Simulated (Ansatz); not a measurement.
Run on BN (zincblende type): DFT, PBEsol, PAW with Ansatz's default frozen-core files, scalar-relativistic (Ansatz 0.2.0). This run: volume at 0.8 of the series' base cell.

The cell comes from a relaxation on PAW files under the same functional, begun from a prototype that needn't be the stable phase.

Command: `ansatz run input.yaml --threads 1 --pin off --max-ram 2048MiB --backend cpu --events-out ev --progress --plain --runs-dir out` It took 2.5 s on 1 thread of Arm Neoverse V2 (shared host), peak memory 0.27 GiB.

```yaml
crystal:
  lattice:
    - [0.0, 1.6735939367, 1.6735939367]
    - [1.6735939367, 0.0, 1.6735939367]
    - [1.6735939367, 1.6735939367, 0.0]
  atoms:
    - { symbol: B, position: [0.0, 0.0, 0.0] }
    - { symbol: "N", position: [0.25, 0.25, 0.25] }
kpoints:
  mp_grid: { grid: [17, 17, 17] }
scf:
  occupations: { method: fermi_dirac, width: 0.08 }
hamiltonian:
  xc: pbesol
  pseudopotentials: { kind: paw }
output:
  forces: true
  stress: true
  eigenvalues: true
  populations: true
```

Output:

```
Engine: ansatz 0.2.0
Pseudopotentials: kind: paw
Pseudopotential: B, paw, valence charge 3, recommended cutoff 420 eV (normal), B.paw.azcp
Pseudopotential: N, paw, valence charge 5, recommended cutoff 420 eV (normal), N.paw.azcp
Functional definition: PBEsol
  exchange = pbesol_x
  correlation = pbesol_c
Crystal: 2 atoms, lattice volume = 9.375 Å³
Basis set: ecut = 420 eV, 169 PW (Γ), exchange–correlation on 32×32×32 points (8 copies of the dense FFT grid, shifted against one another)
Bands: 8, of which v1, the nominal top of the filled ones, is band 4 counted from 1 (3 counted from 0)
Symmetry: 24 space group operations
Space group: F-43m (ITA 216), of the structure as read, at distance tolerance 2.1e-5 Å
k-points: 165 of 4913 (time reversal used)
Non-local potential: B, projectors of the file, l = 0: 2, l = 1: 2, l = 2: 1
Non-local potential: N, projectors of the file, l = 0: 2, l = 1: 2, l = 2: 1
PAW form: soft (Blöchl's): semilocal exchange-correlation on the pseudo side does not see the compensation charge
PAW frozen core: B, regenerated for the run's functional, and the local potential with it (the file was generated under x = pbe(κ = 0.804, μ = 0.2195149727645171), c = pbe(β = 0.06672455060314922))
PAW frozen core: N, regenerated for the run's functional, and the local potential with it (the file was generated under x = pbe(κ = 0.804, μ = 0.2195149727645171), c = pbe(β = 0.06672455060314922))
PAW one-centre angular grid: B, 110 points (default); XC on 64 Gauss nodes
PAW one-centre angular grid: N, 110 points (default); XC on 64 Gauss nodes
Initial density: superposition of atomic densities (neutral atoms: chi_scale 0, normalization atom), corrected by the library's trained network
Initial wavefunctions: pseudopotential atomic-orbital guess
Functional: x = pbesol(κ = 0.804, μ = 0.12345679012345678), c = pbesol(β = 0.046)
SCF iter   1: F=—  HF=-533.049835 eV  |F-HF|=—  |Δ(HF+E_count)|=         —  Δρ=1.86e-2  dr2=1.98e-2  ethr=1.77e-3  ⟨swp⟩=4.0  Hψ=8479  notcnv=0
preconditioner: auto → none  [insulator: Δε(μ)=4.420 eV  Ē_g=23.404 eV  σ=0.080 eV  W_gap=1.00  n_scr=0 (ndim 8)  ℏωp=34.3 eV  f_vac=0.000  D(μ)=0.00/eV (n_scr^D=0)  ε∞_Penn≈3.1]
SCF iter   2: F=—  HF=-533.043367 eV  |F-HF|=—  |Δ(HF+E_count)|=   6.47e-3  Δρ=3.85e-3  dr2=6.14e-4  ethr=2.47e-4  ⟨swp⟩=2.3  Hψ=3418  notcnv=0
SCF iter   3: F=—  HF=-533.043405 eV  |F-HF|=—  |Δ(HF+E_count)|=   3.88e-5  Δρ=1.68e-3  dr2=6.53e-5  ethr=7.68e-6  ⟨swp⟩=2.0  Hψ=1955  notcnv=0
SCF iter   4: F=—  HF=-533.043494 eV  |F-HF|=—  |Δ(HF+E_count)|=   8.87e-5  Δρ=1.63e-4  dr2=7.18e-7  ethr=8.16e-7  ⟨swp⟩=2.6  Hψ=1868  notcnv=0
iter 5 did not close the SCF: its close was put off for the readings that it lacked (scf_convergence_deferred on its scf_iter line)
SCF iter   5: F=-533.043496 eV  HF=-533.043496 eV  |F-HF|=2.19e-9  |Δ(HF+E_count)|=   1.38e-6  Δρ=6.62e-6  dr2=1.38e-9  ethr=8.97e-9  ⟨swp⟩=2.7  Hψ=1995  notcnv=0
SCF iter   6: F=-533.043496 eV  HF=-533.043496 eV  |F-HF|=2.31e-11  |Δ(HF+E_count)|=   2.39e-9  Δρ=7.76e-7  dr2=1.85e-11  ethr=1.72e-11  ⟨swp⟩=1.7  Hψ=4952  notcnv=0
SCF 1 converged in 6 iterations: F = -533.043496 eV  dr2 = 1.85e-11
  greatest PAW one-centre occupation: 0.811 electrons in one spin orbital (limit 2), on the N atom at site 1 (counted from 0), in its partial waves of l = 0
SCF converged after 6 iterations
Free energy (F): -533.043496 eV
Harris-Foulkes:  -533.043496 eV  (|F-HF|=2.31e-11)
Internal energy: -533.043496 eV  (E = F + TS)
E sigma→0 (E₀):  -533.043496 eV
Fermi energy:    17.543750 eV
--- Per-component energies (eV) ---
  E_band       = 48.426589
  E_kinetic    = 200.083388
  E_local      = -151.826753  (includes V_loc(G=0)·N_el)
  E_nonlocal   = 59.440757
  E_hartree    = 42.730223
  E_xc         = -96.283478
  E_vxc        = -120.356708  (∫ρ·V_xc dr)
  E_paw        = -200.171160  (= ΣΔE_a)
  E_vpaw       = -24.374668  (= ΣTr[D̂ρ^β])
  E_aug_tail   = 0.000112  (compensation charges beyond the density's cutoff)
  E_ewald      = -387.059394
  E_core_change = 0.042810  (= ΣΔE_core)
  E_smearing   = -0.000000  (= −TS)
  E_closure    = 0.000000  (closes the sum)
  Σ components = -533.043496   (vs F -533.043496, Δ=0.00e0)
--- Forces (eV/Å), atoms counted from 1 ---
  atom   1  B      0.00000000    -0.00000000    -0.00000000
  atom   2  N     -0.00000000    -0.00000000     0.00000000
  max |Σ_I F_I| component: 6.65e-16 eV/Å
--- Stress (GPa, compression-positive) ---
      128.702518       0.000000      -0.000000
       -0.000000     128.702518       0.000000
       -0.000000       0.000000     128.702518
  P = ⅓ Tr σ = 128.7025 GPa (1287.025 kbar)
--- Band table (eV; the first three rows and the last of 165) ---
  k-point 0: bands = ["-7.8862", "15.2399", "15.2399", "15.2399", "25.1047", "25.1047", "25.1047", "29.4599"]
  k-point 1: bands = ["-7.7855", "14.6749", "15.1189", "15.1189", "25.2875", "25.2875", "25.3655", "29.6944"]
  k-point 2: bands = ["-7.4844", "13.2303", "14.7973", "14.7973", "25.7645", "25.7645", "25.9420", "30.3242"]
  k-point 164: bands = ["-0.2558", "5.8610", "6.6635", "7.3113", "25.6058", "30.4273", "31.9246", "33.9467"]
--- Löwdin populations: 2 sites ---
  site symbol       q [e]
     0      B      2.7273
     1      N      5.2452
  spilling = 0.003441 (of n_electrons = 8.000000)
```

populations.tsv:

```
# site	symbol	l	j	q
# orbitals = lowdin
# n_electrons = 8.000000
# spilling = 0.003441
0	B	0_2S	-	0.568327
0	B	1_2P	-	2.158924
1	N	0_2S	-	1.081148
1	N	1_2P	-	4.164075
```

Next run (volume at 0.72 of the series' base cell), as changes to the input before:

```diff
   lattice:
-    - [0.0, 1.6735939367, 1.6735939367]
-    - [1.6735939367, 0.0, 1.6735939367]
-    - [1.6735939367, 1.6735939367, 0.0]
+    - [0.0, 1.61583718, 1.61583718]
+    - [1.61583718, 0.0, 1.61583718]
+    - [1.61583718, 1.61583718, 0.0]
   atoms:
```

Command: `ansatz run input.yaml --threads 1 --pin off --max-ram 2048MiB --backend cpu --events-out ev --progress --plain --runs-dir out` It took 2.2 s on 1 thread of Arm Neoverse V2, with other jobs on the host, peak memory 0.26 GiB.

Results part of the output:

```
SCF 1 converged in 6 iterations: F = -532.019132 eV  dr2 = 4.25e-11
  greatest PAW one-centre occupation: 0.827 electrons in one spin orbital (limit 2), on the N atom at site 1 (counted from 0), in its partial waves of l = 0
SCF converged after 6 iterations
Free energy (F): -532.019132 eV
Harris-Foulkes:  -532.019132 eV  (|F-HF|=1.53e-11)
Internal energy: -532.019132 eV  (E = F + TS)
E sigma→0 (E₀):  -532.019132 eV
Fermi energy:    19.741021 eV
--- Per-component energies (eV) ---
  E_band       = 60.235277
  E_kinetic    = 207.908892
  E_local      = -141.460801  (includes V_loc(G=0)·N_el)
  E_nonlocal   = 61.206105
  E_hartree    = 40.275778
  E_xc         = -98.017779
  E_vxc        = -122.587746  (∫ρ·V_xc dr)
  E_paw        = -201.079731  (= ΣΔE_a)
  E_vpaw       = -25.382898  (= ΣTr[D̂ρ^β])
  E_aug_tail   = 0.000104  (compensation charges beyond the density's cutoff)
  E_ewald      = -400.894510
  E_core_change = 0.042810  (= ΣΔE_core)
  E_smearing   = -0.000000  (= −TS)
  E_closure    = 0.000000  (closes the sum)
  Σ components = -532.019132   (vs F -532.019132, Δ=0.00e0)
--- Forces (eV/Å), atoms counted from 1 ---
  atom   1  B      0.00000000    -0.00000000    -0.00000000
  atom   2  N      0.00000000    -0.00000000     0.00000000
  max |Σ_I F_I| component: 6.66e-16 eV/Å
--- Stress (GPa, compression-positive) ---
      228.233713      -0.000000      -0.000000
        0.000000     228.233713       0.000000
       -0.000000       0.000000     228.233713
  P = ⅓ Tr σ = 228.2337 GPa (2282.337 kbar)
--- Band table (eV; the first three rows and the last of 165) ---
  k-point 0: bands = ["-7.2117", "17.3937", "17.3937", "17.3937", "27.7573", "27.7573", "27.7573", "33.6141"]
  k-point 1: bands = ["-7.1036", "16.7783", "17.2575", "17.2575", "27.9628", "27.9628", "28.0861", "33.8305"]
  k-point 2: bands = ["-6.7802", "15.2117", "16.8972", "16.8972", "28.4954", "28.4954", "28.8295", "34.3990"]
  k-point 164: bands = ["1.2925", "7.0261", "8.0810", "8.6723", "28.2314", "33.3635", "35.4429", "38.0252"]
--- Löwdin populations: 2 sites ---
  site symbol       q [e]
     0      B      2.7373
     1      N      5.2351
  spilling = 0.003460 (of n_electrons = 8.000000)
```

Next run (volume at 0.64 of the series' base cell), as changes to the input before:

```diff
   lattice:
-    - [0.0, 1.61583718, 1.61583718]
-    - [1.61583718, 0.0, 1.61583718]
-    - [1.61583718, 1.61583718, 0.0]
+    - [0.0, 1.5536269857, 1.5536269857]
+    - [1.5536269857, 0.0, 1.5536269857]
+    - [1.5536269857, 1.5536269857, 0.0]
   atoms:
```

Results part of the output:

```
SCF 1 converged in 6 iterations: F = -530.270194 eV  dr2 = 6.46e-11
  greatest PAW one-centre occupation: 0.848 electrons in one spin orbital (limit 2), on the N atom at site 1 (counted from 0), in its partial waves of l = 0
SCF converged after 6 iterations
Free energy (F): -530.270194 eV
Harris-Foulkes:  -530.270194 eV  (|F-HF|=4.37e-11)
Internal energy: -530.270194 eV  (E = F + TS)
E sigma→0 (E₀):  -530.270194 eV
Fermi energy:    22.429393 eV
--- Per-component energies (eV) ---
  E_band       = 74.721295
  E_kinetic    = 217.369536
  E_local      = -129.756761  (includes V_loc(G=0)·N_el)
  E_nonlocal   = 63.620135
  E_hartree    = 37.641121
  E_xc         = -100.004947
  E_vxc        = -125.137143  (∫ρ·V_xc dr)
  E_paw        = -202.235100  (= ΣΔE_a)
  E_vpaw       = -26.656831  (= ΣTr[D̂ρ^β])
  E_aug_tail   = 0.000105  (compensation charges beyond the density's cutoff)
  E_ewald      = -416.947092
  E_core_change = 0.042810  (= ΣΔE_core)
  E_smearing   = -0.000000  (= −TS)
  E_closure    = 0.000000  (closes the sum)
  Σ components = -530.270194   (vs F -530.270194, Δ=0.00e0)
--- Forces (eV/Å), atoms counted from 1 ---
  atom   1  B      0.00000000    -0.00000000    -0.00000000
  atom   2  N      0.00000000    -0.00000000     0.00000000
  max |Σ_I F_I| component: 7.40e-16 eV/Å
--- Stress (GPa, compression-positive) ---
      380.688398      -0.000000      -0.000000
       -0.000000     380.688398       0.000000
        0.000000       0.000000     380.688398
  P = ⅓ Tr σ = 380.6884 GPa (3806.884 kbar)
--- Band table (eV; the first three rows and the last of 165) ---
  k-point 0: bands = ["-6.3545", "20.0379", "20.0379", "20.0379", "30.9523", "30.9523", "30.9523", "38.6399"]
  k-point 1: bands = ["-6.2387", "19.3548", "19.8804", "19.8804", "31.1857", "31.1857", "31.3650", "38.8324"]
  k-point 2: bands = ["-5.8907", "17.6340", "19.4708", "19.4708", "31.7874", "31.7874", "32.3107", "39.3197"]
  k-point 164: bands = ["3.1944", "8.4099", "9.6997", "10.5061", "31.4099", "36.8157", "39.7569", "42.9876"]
--- Löwdin populations: 2 sites ---
  site symbol       q [e]
     0      B      2.7473
     1      N      5.2249
  spilling = 0.003473 (of n_electrons = 8.000000)
```

Next run (volume at 0.55 of the series' base cell), as changes to the input before:

```diff
   lattice:
-    - [0.0, 1.5536269857, 1.5536269857]
-    - [1.5536269857, 0.0, 1.5536269857]
-    - [1.5536269857, 1.5536269857, 0.0]
+    - [0.0, 1.4770923921, 1.4770923921]
+    - [1.4770923921, 0.0, 1.4770923921]
+    - [1.4770923921, 1.4770923921, 0.0]
   atoms:
   mp_grid: { grid: [17, 17, 17] }
+  band_path:
+    path:
+      - [0.0, 0.0, 0.0]
+      - [-0.5, -0.5, 0.0]
+      - [-0.375, -0.375, 0.25]
+      - [-0.375, 0.0, 0.375]
+      - [0.0, 0.0, 0.0]
+      - [0.0, 0.0, 0.5]
+      - [-0.5, -0.25, 0.25]
+      - [-0.5, -0.5, 0.0]
+    npoints: 8
 scf:
   populations: true
+  dos: { projected: true, de: 0.2, e_range: [-14, 8] }
```

Results part of the output:

```
SCF 1 converged in 6 iterations: F = -526.922998 eV  dr2 = 4.30e-10
  greatest PAW one-centre occupation: 0.877 electrons in one spin orbital (limit 2), on the N atom at site 1 (counted from 0), in its partial waves of l = 0
NSCF: frozen V_eff on 57 k-points
SCF converged after 6 iterations
Free energy (F): -526.922998 eV
Harris-Foulkes:  -526.922998 eV  (|F-HF|=2.78e-10)
Internal energy: -526.922998 eV  (E = F + TS)
E sigma→0 (E₀):  -526.922998 eV
Fermi energy:    26.285887 eV
--- Per-component energies (eV) ---
  E_band       = 95.564629
  E_kinetic    = 230.640984
  E_local      = -114.429182  (includes V_loc(G=0)·N_el)
  E_nonlocal   = 67.533328
  E_hartree    = 34.419115
  E_xc         = -102.609357
  E_vxc        = -128.467374  (∫ρ·V_xc dr)
  E_paw        = -203.969887  (= ΣΔE_a)
  E_vpaw       = -28.551687  (= ΣTr[D̂ρ^β])
  E_aug_tail   = 0.000129  (compensation charges beyond the density's cutoff)
  E_ewald      = -438.550938
  E_core_change = 0.042810  (= ΣΔE_core)
  E_smearing   = -0.000000  (= −TS)
  E_closure    = 0.000000  (closes the sum)
  Σ components = -526.922998   (vs F -526.922998, Δ=0.00e0)
--- Forces (eV/Å), atoms counted from 1 ---
  atom   1  B      0.00000000    -0.00000000     0.00000000
  atom   2  N      0.00000000    -0.00000000    -0.00000000
  max |Σ_I F_I| component: 7.40e-16 eV/Å
--- Stress (GPa, compression-positive) ---
      661.502358      -0.000000      -0.000000
        0.000000     661.502358       0.000000
       -0.000000       0.000000     661.502358
  P = ⅓ Tr σ = 661.5024 GPa (6615.024 kbar)
--- Band table (eV; the first three rows and the last of 165) ---
  k-point 0: bands = ["-5.0665", "23.8299", "23.8299", "23.8299", "35.4453", "35.4453", "35.4453", "45.7548"]
  k-point 1: bands = ["-4.9396", "23.0490", "23.6459", "23.6459", "35.7222", "35.7222", "35.9868", "45.9050"]
  k-point 2: bands = ["-4.5603", "21.1025", "23.1636", "23.1636", "36.4250", "36.4250", "37.2281", "46.2420"]
  k-point 164: bands = ["5.9334", "10.3677", "11.8678", "13.3446", "35.9199", "41.6297", "45.8952", "50.0287"]
--- Löwdin populations: 2 sites ---
  site symbol       q [e]
     0      B      2.7579
     1      N      5.2143
  spilling = 0.003486 (of n_electrons = 8.000000)
```

Next run (volume at 0.55 of the series' base cell, ecut 300), as changes to the input before:

```diff
   mp_grid: { grid: [17, 17, 17] }
-  band_path:
-    path:
-      - [0.0, 0.0, 0.0]
-      - [-0.5, -0.5, 0.0]
-      - [-0.375, -0.375, 0.25]
-      - [-0.375, 0.0, 0.375]
-      - [0.0, 0.0, 0.0]
-      - [0.0, 0.0, 0.5]
-      - [-0.5, -0.25, 0.25]
-      - [-0.5, -0.5, 0.0]
-    npoints: 8
 scf:
   eigenvalues: true
-  populations: true
-  dos: { projected: true, de: 0.2, e_range: [-14, 8] }
+basis:
+  ecutwfc: 300
```

Results part of the output:

```
Warning: basis.ecutwfc = 300 eV is below the records' recommended 420 eV, and the density's cutoff is lower with it unless basis.ecutrho_ratio is high enough to keep the records' density cutoff: compare with a run at a higher cutoff
SCF 1 converged in 6 iterations: F = -526.489075 eV  dr2 = 4.09e-10
  greatest PAW one-centre occupation: 0.877 electrons in one spin orbital (limit 2), on the N atom at site 1 (counted from 0), in its partial waves of l = 0
SCF converged after 6 iterations
Free energy (F): -526.489075 eV
Harris-Foulkes:  -526.489075 eV  (|F-HF|=2.11e-10)
Internal energy: -526.489075 eV  (E = F + TS)
E sigma→0 (E₀):  -526.489075 eV
Fermi energy:    26.339811 eV
--- Per-component energies (eV) ---
  E_band       = 95.664255
  E_kinetic    = 232.624788
  E_local      = -113.642605  (includes V_loc(G=0)·N_el)
  E_nonlocal   = 65.317469
  E_hartree    = 34.266051
  E_xc         = -103.296348
  E_vxc        = -129.369364  (∫ρ·V_xc dr)
  E_paw        = -203.251550  (= ΣΔE_a)
  E_vpaw       = -27.799495  (= ΣTr[D̂ρ^β])
  E_aug_tail   = 0.001249  (compensation charges beyond the density's cutoff)
  E_ewald      = -438.550938
  E_core_change = 0.042810  (= ΣΔE_core)
  E_smearing   = -0.000000  (= −TS)
  E_closure    = 0.000000  (closes the sum)
  Σ components = -526.489075   (vs F -526.489075, Δ=0.00e0)
--- Forces (eV/Å), atoms counted from 1 ---
  atom   1  B      0.00000000     0.00000000    -0.00000000
  atom   2  N      0.00000000    -0.00000000     0.00000000
  max |Σ_I F_I| component: 9.07e-16 eV/Å
--- Stress (GPa, compression-positive) ---
      666.132925       0.000000      -0.000000
        0.000000     666.132925       0.000000
       -0.000000       0.000000     666.132925
  P = ⅓ Tr σ = 666.1329 GPa (6661.329 kbar)
--- Band table (eV; the first three rows and the last of 165) ---
  k-point 0: bands = ["-5.0826", "23.9285", "23.9285", "23.9285", "35.5227", "35.5227", "35.5227", "45.7194"]
  k-point 1: bands = ["-4.9551", "23.1513", "23.7467", "23.7467", "35.7977", "35.7977", "36.0579", "45.8743"]
  k-point 2: bands = ["-4.5765", "21.1234", "23.2706", "23.2706", "36.4985", "36.4985", "37.2828", "46.2294"]
  k-point 164: bands = ["5.9065", "10.3820", "11.8681", "13.3503", "35.9464", "41.6626", "45.9130", "50.0634"]
```

The PAW files were made under PBE. The structure type is held throughout; the real material can change phase at far lower pressure. At this compression frozen-core PAW has no all-electron check here.
